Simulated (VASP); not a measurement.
Here is a VASP 6.6.1 calculation.

The input POSCAR:

```
SnO
1.0
    3.8136952200      0.0000000000      0.0000000000
    0.0000000000      3.8136952200      0.0000000000
    0.0000000000      0.0000000000      4.8869133000
Sn O
2 2
Direct
    0.5000000000      0.0000000000      0.7646261400
    0.0000000000      0.5000000000      0.2353738600
    0.0000000000      0.0000000000      0.0000000000
    0.5000000000      0.5000000000      0.0000000000
```

Contents of INCAR.step1:

```
SYSTEM = SnO
PREC     = Accurate       ! precision mode
ENCUT    = 600            ! plane-wave cutoff, eV
EDIFF    = 1E-8           ! SCF threshold, eV
ISMEAR   = -1             ! smearing method
SIGMA    = 0.05           ! smearing width, eV
LREAL    = .False.        ! projectors in reciprocal space
LASPH    = .True.         ! aspherical terms in the spheres
NELM     = 100            ! most SCF steps
ALGO     = Normal         ! electronic algorithm
ISIF     = 3              ! what is computed and relaxed
LWAVE    = .False.        ! write WAVECAR
LCHARG   = .False.        ! write CHGCAR
IBRION   = 2              ! ionic algorithm
NSW      = 40             ! ionic steps
EDIFFG   = -0.002         ! ionic threshold
```

INCAR.step2

```
SYSTEM = SnO
PREC     = Accurate       ! precision mode
ENCUT    = 600            ! plane-wave cutoff, eV
EDIFF    = 1E-8           ! SCF threshold, eV
ISMEAR   = -1             ! smearing method
SIGMA    = 0.05           ! smearing width, eV
LREAL    = .False.        ! projectors in reciprocal space
LASPH    = .True.         ! aspherical terms in the spheres
NELM     = 100            ! most SCF steps
ALGO     = Normal         ! electronic algorithm
ISIF     = 3              ! what is computed and relaxed
LWAVE    = .False.        ! write WAVECAR
LCHARG   = .False.        ! write CHGCAR
IBRION   = 6              ! ionic algorithm
NFREE    = 2            
POTIM    = 0.015          ! step
NSW      = 1              ! ionic steps
```

File KPOINTS:

```
regular mesh
0
Gamma
  5 5 5
  0 0 0
```

Potentials or basis: VASP PAW LDA potentials, release 64 (Sn_d, O).

Run with:

```bash
$ cat potpaw_LDA.64/Sn_d/POTCAR potpaw_LDA.64/O/POTCAR > POTCAR
$ cp INCAR.step1 INCAR
$ mpirun -np 1 vasp_std > vasp.out
$ cp CONTCAR POSCAR
$ cp INCAR.step2 INCAR
$ mpirun -np 1 vasp_std > vasp.out
```

Question: Estimate the Voigt bulk modulus.

Answer: 58 GPa.

Question: Predict the highest phonon frequency at Γ, LO-TO splitting left out.

Answer: 473 cm⁻¹.

Question: Estimate the space group after relaxing (to 0.05 Å).

Answer: P4/nmm (No. 129).

Question: Predict the relaxed cell.

Answer: a = 3.770 Å, b = 3.770 Å, c = 4.646 Å, α = 90.00°, β = 90.00°, γ = 90.00°.

Question: What does it give for the relaxed volume?

Answer: 16.51 Å³/atom.

Elastic tensor in Voigt notation (GPa, in the Cartesian axes of the cell as first typed):
```
107  93  18   0   0   0
 93 107  18   0   0   0
 18  18  47   0   0   0
  0   0   0  34   0   0
  0   0   0   0  34   0
  0   0   0   0   0  91
```
